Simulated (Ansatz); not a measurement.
# TaN: the cost of one run

Computed with Ansatz 0.2.0 (DFT LDA+U (U = 2 eV, J = 0.9 eV on Ta d), plane waves, PAW, no spin–orbit coupling unless a run says so, unless a step's input says otherwise).

## Step 1: The system as given

It takes space group P-6m2 (No. 187, hexagonal). Conventional cell: a = 2.938 Å, b = 2.938 Å, c = 2.883 Å, α = 90.00°, β = 90.00°, γ = 120.00°. Ta (site symmetry -6m2) has 6 N at 2.23 Å as nearest neighbours. Around N (site symmetry -6m2) lie 6 Ta at 2.23 Å.

Coordinates:

```
CELL_PARAMETERS angstrom
2.93800 0.00000 0.00000
-2.93800 5.08877 0.00000
0.00000 0.00000 2.88300
ATOMIC_POSITIONS crystal
Ta 0.33333 0.33333 0.50000
N 0.00000 0.00000 0.00000
Ta 0.33333 0.83333 0.50000
N 0.00000 0.50000 0.00000
```

Magnetic order typed: antiferromagnetic, doubled cell 0 1/2 0.

An earlier series on this cell reached its lowest free state from «random orbitals: drawn by pairs, first filling», perhaps among other starts (it ended without moments).

## Step 2: Random orbitals: single harmonics, second filling

Contents of input.yaml:

```yaml
crystal:
  lattice:
    - [2.93800111, 0.0, 0.0]
    - [-2.9380011, 5.0887672, 0.0]
    - [0.0, 0.0, 2.88300221]
  atoms:
    - { symbol: Ta, position: [0.3333333333, 0.3333333334, 0.5], spin: 0.3 }
    - { symbol: "N", position: [0.0, 0.0, 0.0] }
    - { symbol: Ta, position: [0.3333333333, 0.8333333333, 0.5], spin: -0.3 }
    - { symbol: "N", position: [0.0, 0.5, 0.0] }
basis:
  ecutwfc: 420
  ecutrho_ratio: 4
kpoints:
  mp_grid: { grid: [7, 7, 7] }
hamiltonian:
  xc: lda
  hubbard:
    sites:
      - { site: 0, l: d, u: 2.0, j: 0.9, starting_ns: [{ spin: up, occupation_matrix: s0up }, { spin: down, occupation_matrix: s0down }] }
      - { site: 2, l: d, u: 2.0, j: 0.9, starting_ns: [{ spin: up, occupation_matrix: s2up }, { spin: down, occupation_matrix: s2down }] }
    occupation_matrices:
      s0up:
        matrix:
          - [0.97, 0.0, 0.0, 0.0, 0.0]
          - [0.0, 0.02, 0.0, 0.0, 0.0]
          - [0.0, 0.0, 0.02, 0.0, 0.0]
          - [0.0, 0.0, 0.0, 0.02, 0.0]
          - [0.0, 0.0, 0.0, 0.0, 0.02]
      s0down:
        matrix:
          - [0.97, 0.0, 0.0, 0.0, 0.0]
          - [0.0, 0.02, 0.0, 0.0, 0.0]
          - [0.0, 0.0, 0.02, 0.0, 0.0]
          - [0.0, 0.0, 0.0, 0.02, 0.0]
          - [0.0, 0.0, 0.0, 0.0, 0.02]
      s2up:
        matrix:
          - [0.97, 0.0, 0.0, 0.0, 0.0]
          - [0.0, 0.02, 0.0, 0.0, 0.0]
          - [0.0, 0.0, 0.02, 0.0, 0.0]
          - [0.0, 0.0, 0.0, 0.02, 0.0]
          - [0.0, 0.0, 0.0, 0.0, 0.02]
      s2down:
        matrix:
          - [0.97, 0.0, 0.0, 0.0, 0.0]
          - [0.0, 0.02, 0.0, 0.0, 0.0]
          - [0.0, 0.0, 0.02, 0.0, 0.0]
          - [0.0, 0.0, 0.0, 0.02, 0.0]
          - [0.0, 0.0, 0.0, 0.0, 0.02]
    ns_hold: { iters: 12 }
scf:
  occupations: { method: gaussian, width: 0.05 }
  lower_state_search: "off"
  max_iter: 150
output:
  forces: true
  stress: true
  eigenvalues: true
  populations: true
  hubbard: { sites: [{ site: 0, l: d }, { site: 2, l: d }] }
magnetization:
  spin_polarized: true
```

The typed matrices put 0.97 on the chosen orbitals and 0.02 on the others, and are held for 12 cycles.

Run with:

```sh
$ ansatz run input.yaml --threads 2 --pin off --max-ram 3072MiB --backend cpu --events-out ev --progress --plain --runs-dir out
```

**Question.** How long does this run take on 2 threads of Intel Xeon Platinum 8375C at 2.90GHz (Ice Lake), shared host, and how much memory does it need?

About 19 s, with a peak of 0.53 GiB.
